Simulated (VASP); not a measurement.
# PbTe: supercell bands unfolded

PbTe, Fm-3m (no. 225), 8 atoms in the cell. PBE, bands of a supercell unfolded onto the primitive cell; PAW potentials Pb_d, Te (PBE set).

## Input

INCAR.step1:
```
SYSTEM = TePb
ALGO = Normal ; EDIFF = 1E-6
ENCUT = 450 ; GGA = PE
ISMEAR = 0 ; KPAR = 2
LASPH = .TRUE. ; LCHARG = .FALSE.
LREAL = .FALSE. ; LWAVE = .FALSE.
NBANDS = 17 ; NELM = 120
PREC = Accurate ; SIGMA = 0.02
```

INCAR.step2, as INCAR.step1 but for:
```
- KPAR = 2
- LREAL = .FALSE.
- LWAVE = .FALSE.
- NBANDS = 17
+ LREAL = Auto
+ LWAVE = .TRUE.
+ NBANDS = 50
+ NCORE = 4
```

INCAR.step3, as INCAR.step2 but for:
```
- LWAVE = .TRUE.
- NCORE = 4
- NELM = 120
+ ISTART = 1
+ LKPROJ = .TRUE.
+ LWAVE = .FALSE.
+ NELM = 3
+ NPAR = 1
```

KPOINTS.step1:
```
k-points
0
Gamma
  8 8 4
```

KPOINTS.step2:
```
k-points
0
Gamma
  4 4 4
```

POSCAR.prim:
```
TePb
1.0
    0.0000000000      3.2310000000      3.2310000000
    3.2310000000      0.0000000000      3.2310000000
    3.2310000000      3.2310000000      0.0000000000
Pb Te
1 1
Direct
    0.0000000000      0.0000000000      0.0000000000
    0.5000000000      0.5000000000      0.5000000000
```

POSCAR.step1:
```
TePb
1.0
    0.0000000000      3.2310000000      3.2310000000
    3.2310000000      0.0000000000      3.2310000000
    3.2310000000      3.2310000000      0.0000000000
Pb Te
1 1
Direct
    0.0000000000      0.0000000000      0.0000000000
    0.5000000000      0.5000000000      0.5000000000
```

POSCAR.step2:
```
TePb
1.0
    0.0000000000      6.4620000000      6.4620000000
    6.4620000000      0.0000000000      6.4620000000
    3.2310000000      3.2310000000      0.0000000000
Pb Te
4 4
Direct
    0.0000000000      0.0000000000      0.0000000000
    0.0000000000      0.5000000000      0.0000000000
    0.5000000000      0.0000000000      0.0000000000
    0.5000000000      0.5000000000      0.0000000000
    0.2500000000      0.2500000000      0.5000000000
    0.2500000000      0.7500000000      0.5000000000
    0.7500000000      0.2500000000      0.5000000000
    0.7500000000      0.7500000000      0.5000000000
```

Commands (each step's output is kept before the next begins):
```
cat potpaw_PBE.64/Pb_d/POTCAR potpaw_PBE.64/Te/POTCAR > POTCAR
cp INCAR.step1 INCAR
cp KPOINTS.step1 KPOINTS
cp POSCAR.step1 POSCAR
mpirun -np 4 vasp_std > vasp.out
rm WAVECAR CHG
cp INCAR.step2 INCAR
cp KPOINTS.step2 KPOINTS
cp POSCAR.step2 POSCAR
mpirun -np 4 vasp_std > vasp.out
cp INCAR.step3 INCAR
mpirun -np 1 vasp_std > vasp.out
```

## Result

- Gap after unfolding (eV): 0.73
- Smallest direct gap after unfolding (eV): 0.73
- Mean change of the direct gaps against the primitive cell (eV): -0.001

Levels next to the gap by k point of the primitive cell, with the share of each level on that k point:

| k point | Highest filled (eV) | Share | Lowest empty (eV) | Share | Gap there in the primitive cell (eV) |
|---|---|---|---|---|---|
| (-0.5, 0, 0) | 5.63 | 1.23 | 6.36 | 1.14 | 0.74 |
| (-0.375, 0, 0) | 5.37 | 1.21 | 6.81 | 1.15 |  |
| (-0.25, 0.125, 0) | 5.47 | 1.19 | 6.91 | 1.12 | 1.44 |
| (-0.375, 0.125, 0) | 5.17 | 1.17 | 6.89 | 1.14 | 1.72 |
| (-0.375, 0.125, 0.25) | 5.16 | 1.14 | 6.96 | 1.10 | 1.80 |
| (-0.125, -0.375, 0.25) | 5.17 | 1.14 | 7.17 | 1.10 |  |
| (-0.25, -0.5, 0.25) | 5.27 | 1.14 | 7.30 | 1.10 | 2.03 |
| (0.25, 0.125, 0) | 5.22 | 1.14 | 7.26 | 1.11 | 2.04 |
| (-0.25, 0.25, 0) | 5.00 | 1.16 | 7.30 | 1.16 | 2.30 |
| (0.125, -0.5, 0.25) | 4.92 | 1.13 | 7.34 | 1.10 |  |
| (0.125, -0.5, 0) | 4.71 | 1.16 | 7.33 | 1.13 |  |
| (-0.125, 0.125, 0) | 5.08 | 1.17 | 7.78 | 1.12 | 2.70 |
| (0.375, 0.125, 0) | 4.69 | 1.15 | 7.45 | 1.12 | 2.76 |
| (0.125, 0.125, 0) | 5.09 | 1.14 | 7.86 | 1.09 | 2.77 |
| (0.25, 0, 0) | 4.97 | 1.19 | 7.75 | 1.14 | 2.78 |
| (-0.125, 0.125, 0.25) | 4.59 | 1.14 | 7.81 | 1.13 |  |
| (-0.375, -0.5, 0.25) | 4.63 | 1.12 | 7.91 | 1.11 |  |
| (0.25, -0.375, 0) | 4.28 | 1.15 | 8.09 | 1.15 |  |
| (0.25, 0.25, 0) | 4.22 | 1.11 | 8.22 | 1.15 | 4.00 |
| (0.125, 0, 0) | 4.52 | 1.13 | 8.93 | 1.12 | 4.41 |

VASP 6.6.1 took 139 s on 4 cores (Intel Xeon Platinum 8259CL @ 2.50GHz (Skylake/Cascade Lake)), a shared host.
